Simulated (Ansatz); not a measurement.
# A series in volume per atom on ZnO

All results are calculated (Ansatz 0.2.0). Periodic Kohn-Sham DFT of a crystal at fixed atoms; pressure and stress are positive in compression; the energy is the free energy less that of spherical unpolarised free atoms; site moments are those in the method's own spheres, positive along +z.

Cell of the first row (space group P6_3mc, No. 186):
```
ZnO
1.0
      3.1831     0.0000     0.0000
     -1.5915     2.7566     0.0000
      0.0000     0.0000     5.0976
Zn O
2 2
Direct
  0.33333 0.66667 0.00000
  0.66667 0.33333 0.50000
  0.33333 0.66667 0.38210
  0.66667 0.33333 0.88210
```

Settings of every row: method all-electron PAW; functional PBE; relativity scalar; k mesh 11x11x6; filling fermi-dirac; smearing width 0.02 eV; nucleus gaussian.

Atom start moment: 0 on all atoms.

| row | volume per atom (Å³) | pressure (GPa) |
| --- | --- | --- |
| 1 | 11.182 | 15.461 |
| 2 | 11.42 | 11.54 |
| 3 | 11.658 | 8.016 |
| 4 | 11.777 | 6.389 |
| 5 | 11.896 | 4.846 |
| 6 | 12.015 | 3.383 |
| 7 | 12.134 | 1.997 |
| 8 | 12.372 | ? |
| 9 | 12.61 | -2.88 |

Question: what pressure should row 8 give?

Worked fit of pressure. Take u = (V_r/V)^(2/3) − 1 with V_r = 11.837 Å³ an atom, which is twice the finite (Eulerian) strain; such expansions in the strain, on which the Birch-Murnaghan equation of state is built, carry the rest volume and the bulk modulus. The shown rows have u = 0.03868, 0.0242, 0.01021, 0.00339, -0.00331, -0.0099, -0.01639, -0.0413. Least squares give pressure = 5.6015 + 230.039 × u + 620.89 × u² + 565 × u³ GPa; a parabola predicts inner rows, each left out in turn, worse (root mean square 0.0088 against 0.0016 GPa). The rows lie off it by 0.000, 0.000, 0.000, 0.001, -0.001, -0.001, 0.002, 0.000. The pressure vanishes at u = -0.0262, or V = 12.32 Å³ an atom, and there the bulk modulus at fixed shape and fractions is B = −V dP/dV = (2/3)(1 + u) dP/du = 129 GPa. Letting shape and atoms relax would as a rule lower it, by much in layered, chain or molecular crystals. The withheld row has u = -0.02904, so the fit gives 5.6015 + 230.039 × (-0.02904) + 620.89 × (-0.02904)² + 565 × (-0.02904)³ = -0.569 GPa.

The calculation gave -0.569 GPa. The fit meets it to the printed digit.
